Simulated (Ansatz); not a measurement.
# LiCl (Fm-3m) in Ansatz: relaxation of cell and atoms with PBE0

Aim: the relaxation of cell and atoms of LiCl with PBE0.

Program: Ansatz 0.2.0. These are calculated values, not measurements. Logs are shortened: lines on timing, memory, paths and dates and some standing lists are left out, and cuts for length are marked.

**1. The crystal as given**

The structure is cubic, space group Fm-3m (No. 225). The conventional cell has a = 5.130 Å, b = 5.130 Å, c = 5.130 Å, α = 90.00°, β = 90.00°, γ = 90.00°. Cl (site symmetry m-3m) is surrounded by 6 Li at 2.56 Å. Around Li (site symmetry m-3m) lie 6 Cl at 2.56 Å.

**2. Relaxation of cell and atoms, PBE0**

input.yaml reads:

```yaml
crystal:
  lattice:
    - [0.0, 2.56477, 2.56477]
    - [2.56477, 0.0, 2.56477]
    - [2.56477, 2.56477, 0.0]
  atoms:
    - { symbol: Cl, position: [0.5, 0.5, 0.5] }
    - { symbol: Li, position: [0.0, 0.0, 0.0] }
hamiltonian:
  xc: pbe0
  pseudopotentials: { kind: paw }
kpoints:
  mp_grid: { grid: [5, 5, 5] }
scf:
  occupations: { method: fermi_dirac, width: 0.05 }
output:
  forces: true
  stress: true
relax:
  f_tol: 0.01
  max_steps: 40
  cell: { stress_tol: 0.05 }
```

Potentials or basis: Ansatz PAW.

The run is started by

```console
$ ansatz run input.yaml --threads 2 --pin off --max-ram 5632MiB --backend cpu --events-out ev --progress --plain --runs-dir out
```

The program printed:

```text
Warning: RAYON_NUM_THREADS=2 ignored (pool sized by the plan → 2); use --threads N
Engine: ansatz 0.2.0, x86_64-unknown-linux-gnu
Pseudopotentials: kind: paw
Pseudopotential: Cl, paw, valence charge 7, recommended cutoff 420 eV (normal), Cl.paw.azcp
Pseudopotential: Li, paw, valence charge 3, recommended cutoff 420 eV (normal), Li.paw.azcp
Functional definition: PBE0
  parameter a = 0.25
  parameter kappa = 0.804
  parameter beta = 0.06672455060314922
  exchange = (1 - a)*pbe_x(kappa = kappa, mu = beta*pi^2/3) + a*exact_x
  correlation = pbe_c(beta = beta)
Crystal: 2 atoms, lattice volume = 33.742 Å³
Basis set: ecut = 420 eV, 645 PW (Γ), exchange–correlation on 50×50×50 points (8 copies of the dense FFT grid, shifted against one another)
Bands: 9, of which v1, the nominal top of the filled ones, is band 5 counted from 1 (4 counted from 0)
Symmetry: 48 space group operations
Space group: Fm-3m (ITA 225), of the structure as read, at distance tolerance 3.2e-5 Å
k-points: 10 of 125
Non-local potential: Cl, projectors of the file, l = 0: 2, l = 1: 2, l = 2: 2
Non-local potential: Li, projectors of the file, l = 0: 3, l = 1: 2, l = 2: 1
PAW form: soft (Blöchl's): semilocal exchange-correlation on the pseudo side does not see the compensation charge
PAW frozen core: Cl, regenerated for the run's functional, and the local potential with it (the file was generated under x = pbe(κ = 0.804, μ = 0.2195149727645171), c = pbe(β = 0.06672455060314922))
PAW one-centre angular grid: Cl, 110 points (default); XC on 64 Gauss nodes
PAW one-centre angular grid: Li, 110 points (default); XC on 64 Gauss nodes
Initial density: superposition of atomic densities (neutral atoms: chi_scale 0, normalization atom), corrected by the library's trained network
Initial wavefunctions: pseudopotential atomic-orbital guess
Functional: x = pbe(κ = 0.804, μ = 0.2195149727645171), c = pbe(β = 0.06672455060314922), warm-up for x = 0.75 pbe(κ = 0.804, μ = 0.2195149727645171) + 0.25 exact, c = pbe(β = 0.06672455060314922)
SCF iter   1: F=—  HF=-1287.831256 eV  |F-HF|=—  |Δ(HF+E_count)|=         —  Δρ=5.54e-4  dr2=1.34e-4  ethr=1.77e-3  ⟨swp⟩=2.0  Hψ=634  notcnv=0
preconditioner: auto → none  [insulator: Δε(μ)=6.325 eV  Ē_g=14.115 eV  σ=0.050 eV  W_gap=1.00  n_scr=8 (ndim 8)  ℏωp=18.1 eV  f_vac=0.000  D(μ)=0.00/eV (n_scr^D=0)]
iter 2 solved again at ethr=2.91e-8 eV; its pass at ethr=1.34e-6 eV (dr2=2.91e-6 eV) is discarded
SCF iter   2: F=-1287.831109 eV  HF=-1287.831127 eV  |F-HF|=1.76e-5  |Δ(HF+E_count)|=   1.29e-4  Δρ=9.56e-5  dr2=2.91e-6  ethr=2.91e-8  ⟨swp⟩=2.2  Hψ=341  notcnv=0
SCF 1 stopped early in 2 iterations: F = -1287.831109 eV  dr2 = 2.91e-6
Initial density: handed on by an earlier stage of this run
Initial wavefunctions: those handed on with the density
Functional: x = 0.75 pbe(κ = 0.804, μ = 0.2195149727645171) + 0.25 exact, c = pbe(β = 0.06672455060314922)
Frozen-core exchange: fock
SCF iter   1: F=—  HF=-1288.938600 eV  |F-HF|=—  |Δ(HF+E_count)|=         —  Δρ=3.00e-3  dr2=1.60e-3  ethr=2.91e-7  ⟨swp⟩=7.4  Hψ=474  notcnv=0
preconditioner: auto → none  [insulator: Δε(μ)=8.417 eV  Ē_g=16.808 eV  σ=0.050 eV  W_gap=1.00  n_scr=8 (ndim 8)  ℏωp=18.1 eV  f_vac=0.000  D(μ)=0.00/eV (n_scr^D=0)]
[... 98 lines left out ...]
SCF iter   2: F=-1288.939846 eV  HF=-1288.939846 eV  |F-HF|=0.00e0  |Δ(HF+E_count)|=  2.96e-12  Δρ=2.39e-8  dr2=1.02e-13  ethr=1.00e-12  ⟨swp⟩=2.0  Hψ=140  notcnv=0
SCF 12 converged in 2 iterations: F = -1288.939846 eV  dr2 = 1.02e-13
  Residual-converged pass: ⟨swp⟩=3.3  Hψ=194  notcnv=0  max |occ|·‖R‖ = 1.0e-8 eV (tolerance 1.0e-8 eV)  dr2=1.19e-13  dr2_onsite=1.30e-14  max |Δocc| = 0.0e0
hybrid outer 2: dexx = +1.066e-12 eV, tail = 2.40e-13 eV, Δε = 2.41e-6 eV (about 1.68e-7 eV left of the loop's levels)
relax step   4: F+E_penalty+E_count = -1288.93984626 eV  Δ(F+E_penalty+E_count) = +1.005e-5 eV  max|allowed force component| = 1.611e-30 eV/Å  Δτ_max = 0.0000 Å  P = +0.003 GPa  Ω = 33.378 Å³  stress off target by 2.68e-3 GPa  SCF on the basis re-selected at this cell (its energy is not comparable with the rows above)  (7 SCF iters)
basis re-selected at this cell: Δ(F+E_penalty+E_count) = +1.005e-5 eV, ΔP = +0.001 GPa vs the last step (what re-selecting the basis moved, of the pressure what is left beyond the Pulay correction that the steps carried, after the strain that the cell walked since its last selection, with what the two solves' SCF thresholds leave and, on support functions, any second-order correction that the steps lacked; it is no measure of the basis error at this ecutwfc). This SCF's stress stands 2.68e-3 GPa from its target on what of the cell is left free (relax.cell.stress_tol is 5.00e-2 GPa) and its largest allowed force component is 1.61e-30 eV/Å (relax.f_tol is 1.00e-2 eV/Å): within both
hybrid SCF converged: 2 outer / 7 inner (+0 warm-up), last move |dexx| = 1.07e-12 eV, tail = 2.40e-13 eV
Stability not checked: this state was not tested for a lower state beside it, because the functional holds exact exchange (a hybrid, or Hartree-Fock), whose exchange loop this test does not read (fock_operator; see scf.lower_state_search)
Free energy (F): -1288.939846 eV
Frozen-core exchange: fock
Harris-Foulkes:  -1288.939846 eV  (|F-HF|=0.00e0)
Internal energy: -1288.939846 eV  (E = F + TS)
E sigma→0 (E₀):  -1288.939846 eV
Fermi energy:    4.741142 eV
--- Per-component energies (eV) ---
  E_band       = -124.764869
  E_kinetic    = 183.834235
  E_local      = -322.497904  (includes V_loc(G=0)·N_el)
  E_nonlocal   = -4.896368
  E_hartree    = 94.034207
  E_xc         = -91.532651
  E_vxc        = -105.756216  (∫ρ·V_xc dr)
  E_exx        = -30.999108  (= α·E_x^exact, valence–valence)
  E_paw        = -677.702479  (= ΣΔE_a)
  E_vpaw       = -1.518897  (= ΣTr[D̂ρ^β])
  E_aug_tail   = 0.000088  (compensation charges beyond the density's cutoff)
  E_ewald      = -439.075471
  E_core_change = -0.104394  (= ΣΔE_core)
  E_smearing   = -0.000000  (= −TS)
  E_closure    = 0.000000  (closes the sum)
  Σ components = -1288.939846   (vs F -1288.939846, Δ=0.00e0)
--- Forces (eV/Å), atoms counted from 1 ---
  atom   1  Cl     0.00000000    -0.00000000     0.00000000
  atom   2  Li    -0.00000000     0.00000000     0.00000000
  max |Σ_I F_I| component: 2.56e-30 eV/Å
--- Stress (GPa, compression-positive) ---
        0.002676      -0.000000      -0.000000
       -0.000000       0.002676       0.000000
       -0.000000      -0.000000       0.002676
  P = ⅓ Tr σ = 0.0027 GPa (0.027 kbar)
--- Band table (eV; the first three rows and the last of 10) ---
  k-point 0: bands = ["-45.8322", "-14.2969", "0.4411", "0.4411", "0.4411", "8.9535", "14.5841"]
  k-point 1: bands = ["-45.8311", "-14.0923", "-0.8187", "0.3349", "0.3349", "9.8007", "13.5367"]
  k-point 2: bands = ["-45.8293", "-13.7239", "-2.4396", "0.1781", "0.1781", "9.4398", "12.3769"]
  k-point 9: bands = ["-45.8280", "-13.4579", "-2.1322", "-1.4642", "-0.5142", "11.9149", "12.3360"]
  guard bands above this table: 2 of the run's 9 bands. The solve was not asked for them (output.publish_guard_bands: true or output.eigenvalues: true publishes all)
--- Relaxed structure (3 steps of the walk, 3 accepted, 1 SCFs on fresh bases) ---
  F+E_penalty+E_count = -1288.93984626 eV   max|allowed force component| = 1.611e-30 eV/Å   (the final SCF, on the basis selected at the relaxed cell)
  cell:  # Å, volume = 33.3780 Å³
    - [-9.17166965921206e-34, 2.5555041467979978, 2.5555041467979978]
    - [2.5555041467979978, -1.2228892878949416e-33, 2.5555041467979978]
    - [2.5555041467979978, 2.5555041467979978, -1.2738430082238975e-33]
  atoms:
    - { symbol: Cl, position: [0.5, 0.5, 0.5] }
    - { symbol: Li, position: [2.4443919744880263e-36, -1.6621865426551517e-36, -4.399905554076527e-36] }
```

It took 14 s on 2 threads of Intel Xeon 6975P-C (Granite Rapids), shared host; peak memory 0.65 GiB.

What came out:

- Free energy: -1288.9398 eV
- Relaxed volume: 16.69 Å³/atom
- Relaxed cell: a = 3.614 Å, b = 3.614 Å, c = 3.614 Å, α = 60.00°, β = 60.00°, γ = 60.00°
- Space group after relaxing (to 0.05 Å): Fm-3m (No. 225)
- Energy gained by relaxing: 0.2 meV/atom
- Ionic steps: 4
- Pressure after relaxing: 0.0 GPa
- Band gap on the k mesh: 8.51 eV, direct

Step by step:
| step | energy change (eV) | largest force (eV/Å) | volume (Å³) |
| --- | --- | --- | --- |
| 1 | 0.0000 | 0.0000 | 33.74 |
| 2 | -0.0004 | 0.0000 | 33.49 |
| 3 | -0.0004 | 0.0000 | 33.38 |
| 4 | -0.0004 | 0.0000 | 33.38 |

Final structure:
```
Cl Li
1.0
     0.00000    2.55550    2.55550
     2.55550    0.00000    2.55550
     2.55550    2.55550    0.00000
Cl Li
1 1
Cartesian
  2.5555 2.5555 2.5555
  0.0000 0.0000 0.0000
```

Caveat: the k mesh is coarse (spacing up to 0.42 Å⁻¹), so the values aren't converged, least of all with exact exchange; odd divisions of the mesh miss points on the zone boundary, where band edges often lie, so the gap on the mesh can be too wide; the plane-wave basis is chosen anew once the cell has moved, so the energies of steps on either side of that aren't comparable; the PAW data sets come from PBE, with cores solved anew for the run's functional, which leaves a small shift of forces and pressure.
